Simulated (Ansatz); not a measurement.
Sb2Te3 (Bi2Te3 type, space group R-3m)

```cif
data_Sb2Te3
_chemical_formula_sum 'Sb2 Te3'
_space_group_name_H-M_alt 'P 1'
_space_group_IT_number 1
_cell_length_a 10.24393
_cell_length_b 10.24393
_cell_length_c 10.24393
_cell_angle_alpha 24.096
_cell_angle_beta 24.096
_cell_angle_gamma 24.096
loop_
_space_group_symop_operation_xyz
  'x, y, z'
loop_
_atom_site_label
_atom_site_type_symbol
_atom_site_fract_x
_atom_site_fract_y
_atom_site_fract_z
_atom_site_occupancy
Sb1 Sb 0.39906 0.39906 0.39906 1
Sb2 Sb 0.60094 0.60094 0.60094 1
Te1 Te 0.00000 0.00000 0.00000 1
Te2 Te 0.21016 0.21016 0.21016 1
Te3 Te 0.78984 0.78984 0.78984 1
```

Equation-of-state scan: isotropic scaling of the cell above, V₀ being its volume. The atoms relax within the cell's symmetry.

Calculation: PBE-D3(BJ) (plane waves to 420 eV, PAW, scalar-relativistic; Ansatz, an electronic-structure program). k mesh 9×9×9 (Γ-centred), Fermi-Dirac smearing 0.05 eV. E stands for the smeared free energy. With the shape held, the modulus is that of even scaling; a crystal free to change shape is softer. Sb2Te3 was relaxed with its symmetry unable to fall. Spin-orbit coupling is left out, though Sb and Te are heavy. The PAW data are Ansatz's earlier set. The zero of ΔE is the relaxed starting cell. The last digit holds for this mesh only.

```
V (Å³/atom)  ΔE (meV/atom)
-----------  -------------
28.342                51.9
28.867                34.6
29.392                21.2
29.917                11.4
30.442                 4.9
30.967                 1.2
31.492                 0.0
32.017                 1.1
32.541                 4.1
33.066                 8.8
33.591                15.0
34.116                22.4
34.641                30.9
```

Q: What is the fitted pressure derivative B₀′?

A: 6.7.

Q: What bulk modulus at fixed cell shape B₀ follows from a third-order Birch-Murnaghan fit?

A: 40.3 GPa.

(A scan under strain: stresses follow from slopes of the energy per volume, elastic moduli from its curvatures.)
